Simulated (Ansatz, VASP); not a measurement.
## GaP in VASP and in Ansatz

Contents of POSCAR:

```
GaP
1.0
    1.9430150000      1.1218000000      6.4308100000
   -1.9430150000      1.1218000000      6.4308100000
    0.0000000000     -2.2436010000      6.4308100000
Ga P
2 2
Direct
    0.4353720000      0.4353720000      0.4353720000
    0.5646280000      0.5646280000      0.5646280000
    0.0573890000      0.0573890000      0.0573890000
    0.9426110000      0.9426110000      0.9426110000
```

INCAR.step1

```
SYSTEM = GaP
  PREC = Accurate
  ENCUT = 520
  ISMEAR = 0
  SIGMA = 0.01
  LREAL = .FALSE.
  LASPH = .TRUE.
  NELM = 100
  NBANDS = 26
  GGA = PE
  ALGO = Normal
  EDIFF = 1E-4
  LWAVE = .TRUE.
  LCHARG = .FALSE.
```

The input INCAR.step2:

```
SYSTEM = GaP
  PREC = Accurate
  ENCUT = 520
  EDIFF = 1E-7
  ISMEAR = 0
  SIGMA = 0.01
  LREAL = .FALSE.
  LASPH = .TRUE.
  NELM = 100
  ALGO = Normal
  ISIF = 2
  LWAVE = .FALSE.
  LCHARG = .FALSE.
  METAGGA = R2SCAN
  LMIXTAU = .TRUE.
  NBANDS = 26
  ISTART = 1
```

KPOINTS

```
Automatic mesh
0
G
  4 4 4
  0 0 0
```

Input for Ansatz:

```yaml
crystal:
  lattice:
    - [1.943015, 1.1218, 6.43081]
    - [-1.943015, 1.1218, 6.43081]
    - [0.0, -2.243601, 6.43081]
  atoms:
    - { symbol: Ga, position: [0.435372, 0.435372, 0.435372] }
    - { symbol: Ga, position: [0.564628, 0.564628, 0.564628] }
    - { symbol: P, position: [0.057389, 0.057389, 0.057389] }
    - { symbol: P, position: [0.942611, 0.942611, 0.942611] }
basis:
  ecutwfc: 530.0
kpoints:
  mp_grid:
    grid: [4, 4, 4]
hamiltonian:
  xc: r2scan
scf:
  convergence:
    dr2_threshold: 1.0e-08
  occupations:
    method: fixed
output:
  eigenvalues: true
```

Measurements of this composition are mostly on another form, of space group No. 216.

Alike in both runs: task single point; functional r2SCAN; k mesh 4 × 4 × 4; no spin polarisation.

```csv
,VASP,Ansatz
version,VASP 6.6.1,Ansatz 0.2.0
potentials or method,"VASP PAW PBE potentials, release 64 (Ga_d, P)","plane waves, PAW"
plane-wave cutoff (eV),520,530
occupations,"gaussian, width 0.01 eV",fixed
valence electrons in the cell,36,36
```

Ansatz gave:

| Quantity | Value |
| --- | --- |
| gap on the k mesh at the Fermi level (eV) | 1.06 |

Question: Which values does VASP return?

Answer: gap on the k mesh at the Fermi level (eV): 1.07.

Caveats: the k mesh is coarse (spacing up to 0.47 Å⁻¹), so the values aren't converged. A k mesh can miss the band edges. r2SCAN opens gaps a little over a GGA but as a rule still falls short of measured ones.
